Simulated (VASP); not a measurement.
# CaO (Fm-3m) in VASP: notebook, part 2 of 2

VASP 6.6.1. The steps go on from the part before.

### 3 Band structure, PBE+D3(BJ)

The input, POSCAR:

```
CaO                                     
1.0
    0.0000000000      2.3952641578      2.3952641578
    2.3952641578     -0.0000000000      2.3952641578
    2.3952641578      2.3952641578      0.0000000000
  Ca              O             
     1     1
Direct
     0.0000000000000000    0.0000000000000000    0.0000000000000000
     0.5000000000000000    0.5000000000000000    0.5000000000000000
```

The input, INCAR.step1:

```
PREC = Accurate ; ENCUT = 520
EDIFF = 1E-6 ; ISMEAR = 0
SIGMA = 0.02 ; LREAL = False
LASPH = True ; NELM = 60
ALGO = Fast ; ISIF = 2
LWAVE = False ; LCHARG = True
GGA = PE ; IVDW = 12
NBANDS = 15
```

The input, KPOINTS.step1:

```
regular mesh
0
Gamma
  10 10 10
```

The input, INCAR.step2:

```
PREC = Accurate ; ENCUT = 520
EDIFF = 1E-6 ; ISMEAR = 0
SIGMA = 0.05 ; LREAL = False
LASPH = True ; NELM = 60
ALGO = Fast ; ISIF = 2
LWAVE = False ; LCHARG = False
GGA = PE ; IVDW = 12
NBANDS = 15 ; ICHARG = 11
```

The input, KPOINTS.step2:

```
path GXWKGLUWLK,UX
10
line-mode
reciprocal
 0.0000000000  0.0000000000  0.0000000000  G
 0.5000000000  0.0000000000  0.5000000000  X

 0.5000000000  0.0000000000  0.5000000000  X
 0.5000000000  0.2500000000  0.7500000000  W

 0.5000000000  0.2500000000  0.7500000000  W
 0.3750000000  0.3750000000  0.7500000000  K

 0.3750000000  0.3750000000  0.7500000000  K
 0.0000000000  0.0000000000  0.0000000000  G

 0.0000000000  0.0000000000  0.0000000000  G
 0.5000000000  0.5000000000  0.5000000000  L

 0.5000000000  0.5000000000  0.5000000000  L
 0.6250000000  0.2500000000  0.6250000000  U

 0.6250000000  0.2500000000  0.6250000000  U
 0.5000000000  0.2500000000  0.7500000000  W

 0.5000000000  0.2500000000  0.7500000000  W
 0.5000000000  0.5000000000  0.5000000000  L

 0.5000000000  0.5000000000  0.5000000000  L
 0.3750000000  0.3750000000  0.7500000000  K

 0.6250000000  0.2500000000  0.6250000000  U
 0.5000000000  0.0000000000  0.5000000000  X
```

Potentials or basis: VASP PAW PBE potentials, release 64 (Ca_sv, O).

Run with:

```sh
$ cat potpaw_PBE.64/Ca_sv/POTCAR potpaw_PBE.64/O/POTCAR > POTCAR
$ cp INCAR.step1 INCAR
$ cp KPOINTS.step1 KPOINTS
$ mpirun -np 1 vasp_std > vasp.out
$ cp INCAR.step2 INCAR
$ cp KPOINTS.step2 KPOINTS
$ mpirun -np 1 vasp_std > vasp.out
```

OUTCAR:

```text
PREC = Accurate
   ENCUT = 520
   EDIFF = 1E-6
   ISMEAR = 0
   LREAL = False
   LASPH = True
   NELM = 60
   ISIF = 2
   GGA = PE
   IVDW = 12
   ICHARG = 11
 IVDW          = 12

 ion  position               nearest neighbor table
   1  0.000  0.000  0.000-   2 2.40   2 2.40   2 2.40   2 2.40   2 2.40   2 2.40
   2  0.500  0.500  0.500-   1 2.40   1 2.40   1 2.40   1 2.40   1 2.40   1 2.40

  LATTYP: Found a face centered cubic cell.
 ALAT       =     4.7905283156

  Lattice vectors:

 A1 = (   0.0000000000,   2.3952641578,   2.3952641578)
 A2 = (   2.3952641578,   0.0000000000,   2.3952641578)
[... 614 lines left out ...]

 Edisp (eV)   -0.54996

 E8    (eV) :    -0.2468

  FORCE on cell =-STRESS in cart. coord.  units (eV):
  Direction    XX          YY          ZZ          XY          YZ          ZX
  --------------------------------------------------------------------------------------
  -------------------------------------------------------------------------------------
  Total       2.16854     2.16854     2.16854     0.00000     0.00000    -0.00000
  in kB     126.41177   126.41177   126.41177     0.00000     0.00000    -0.00000
  external pressure =      126.41 kB  Pullay stress =        0.00 kB

 VOLUME and BASIS-vectors are now :
 -----------------------------------------------------------------------------
  energy-cutoff  :      520.00
  volume of cell :       27.48
      direct lattice vectors                 reciprocal lattice vectors
     0.000000000  2.395264158  2.395264158    -0.208745244  0.208745244  0.208745244
     2.395264158  0.000000000  2.395264158     0.208745244 -0.208745244  0.208745244
     2.395264158  2.395264158  0.000000000     0.208745244  0.208745244 -0.208745244

 POSITION                                       TOTAL-FORCE (eV/Angst)
 -----------------------------------------------------------------------------------
      0.00000      0.00000      0.00000         0.000000      0.000000      0.000000
      2.39526      2.39526      2.39526         0.000000      0.000000     -0.000000
 -----------------------------------------------------------------------------------
    total drift:                                0.000000      0.000000      0.000000

  FREE ENERGIE OF THE ION-ELECTRON SYSTEM (eV)
  ---------------------------------------------------
  free  energy   TOTEN  =       -12.9801235974 eV

  energy  without entropy=      -12.9801235974  energy(sigma->0) =      -12.98012360
```

OSZICAR.step1:

```text
N       E                     dE             d eps       ncg     rms          rms(c)
DAV:   1     0.126091197307E+03    0.12609E+03   -0.82855E+03  1410   0.109E+03
DAV:   2    -0.908631433635E+01   -0.13518E+03   -0.12550E+03  1746   0.293E+02
DAV:   3    -0.143578399485E+02   -0.52715E+01   -0.52341E+01  1704   0.596E+01
DAV:   4    -0.145074352095E+02   -0.14960E+00   -0.14953E+00  1964   0.908E+00
DAV:   5    -0.145090694634E+02   -0.16343E-02   -0.16342E-02  1664   0.824E-01    0.857E+00
RMM:   6    -0.128950250382E+02    0.16140E+01   -0.45278E+00  1468   0.114E+01    0.352E+00
RMM:   7    -0.127999838299E+02    0.95041E-01   -0.20675E-01  1535   0.367E+00    0.185E+00
RMM:   8    -0.128009974750E+02   -0.10136E-02   -0.10002E-01  1679   0.327E+00    0.638E-01
RMM:   9    -0.127953016571E+02    0.56958E-02   -0.13460E-02  1966   0.884E-01    0.187E-01
RMM:  10    -0.127956480956E+02   -0.34644E-03   -0.32371E-03  1968   0.374E-01    0.110E-01
RMM:  11    -0.127961611159E+02   -0.51302E-03   -0.85180E-04  1780   0.245E-01    0.117E-01
RMM:  12    -0.127960158519E+02    0.14526E-03   -0.69426E-04  1876   0.171E-01    0.215E-02
RMM:  13    -0.127960218476E+02   -0.59957E-05   -0.15541E-04  2084   0.697E-02    0.163E-02
RMM:  14    -0.127960244019E+02   -0.25543E-05   -0.32224E-05  1917   0.270E-02    0.139E-02
RMM:  15    -0.127960247891E+02   -0.38718E-06   -0.94257E-06  1682   0.167E-02
   1 F= -.13345983E+02 E0= -.13345983E+02  d E =-.320215E-43
```

It took 1.7 min on 1 thread of AMD EPYC 7R43 (Zen 3), shared host; peak memory 0.15 GiB.

What came out:

* Band gap on the k mesh: 3.63 eV, indirect (least direct gap 4.00 eV)
* Band gap along the path: 3.63 eV, indirect (least direct gap 4.01 eV)
* Dispersion energy per atom: -0.275 eV

Levels at the corners of the path, in eV from the valence-band top:
| point | band 5 | band 6 | band 7 | band 8 | band 9 | band 10 | band 11 | band 12 |
| --- | --- | --- | --- | --- | --- | --- | --- | --- |
| Γ | -15.55 | 0.00 | 0.00 | 0.00 | 4.79 | 6.25 | 6.25 | 6.25 |
| X | -15.31 | -1.30 | -0.37 | -0.37 | 3.63 | 8.12 | 8.95 | 9.60 |
| X | -15.31 | -1.30 | -0.37 | -0.37 | 3.63 | 8.12 | 8.95 | 9.60 |
| W | -14.90 | -1.30 | -1.06 | -1.06 | 6.35 | 6.35 | 8.46 | 9.61 |
| W | -14.90 | -1.30 | -1.06 | -1.06 | 6.35 | 6.35 | 8.46 | 9.61 |
| K | -14.93 | -1.35 | -1.21 | -0.79 | 5.15 | 8.05 | 8.64 | 9.11 |
| K | -14.93 | -1.35 | -1.21 | -0.79 | 5.15 | 8.05 | 8.64 | 9.11 |
| Γ | -15.55 | 0.00 | 0.00 | 0.00 | 4.79 | 6.25 | 6.25 | 6.25 |
| Γ | -15.55 | 0.00 | 0.00 | 0.00 | 4.79 | 6.25 | 6.25 | 6.25 |
| L | -14.31 | -2.66 | -1.22 | -1.22 | 7.10 | 8.41 | 8.41 | 8.58 |
| L | -14.31 | -2.66 | -1.22 | -1.22 | 7.10 | 8.41 | 8.41 | 8.58 |
| U | -14.93 | -1.35 | -1.21 | -0.79 | 5.15 | 8.05 | 8.64 | 9.11 |
| U | -14.93 | -1.35 | -1.21 | -0.79 | 5.15 | 8.05 | 8.64 | 9.11 |
| W | -14.90 | -1.30 | -1.06 | -1.06 | 6.35 | 6.35 | 8.46 | 9.61 |
| W | -14.90 | -1.30 | -1.06 | -1.06 | 6.35 | 6.35 | 8.46 | 9.61 |
| L | -14.31 | -2.66 | -1.22 | -1.22 | 7.10 | 8.41 | 8.41 | 8.58 |
| L | -14.31 | -2.66 | -1.22 | -1.22 | 7.10 | 8.41 | 8.41 | 8.58 |
| K | -14.93 | -1.35 | -1.21 | -0.79 | 5.15 | 8.05 | 8.64 | 9.11 |
| U | -14.93 | -1.35 | -1.21 | -0.79 | 5.15 | 8.05 | 8.64 | 9.11 |
| X | -15.31 | -1.30 | -0.37 | -0.37 | 3.63 | 8.12 | 8.95 | 9.60 |

Caveat: the log is that of the step along the path at fixed density, whose energy, stress, charges and moments have no meaning. Expect the measured gap to be larger: semilocal functionals such as PBE lack the derivative discontinuity.
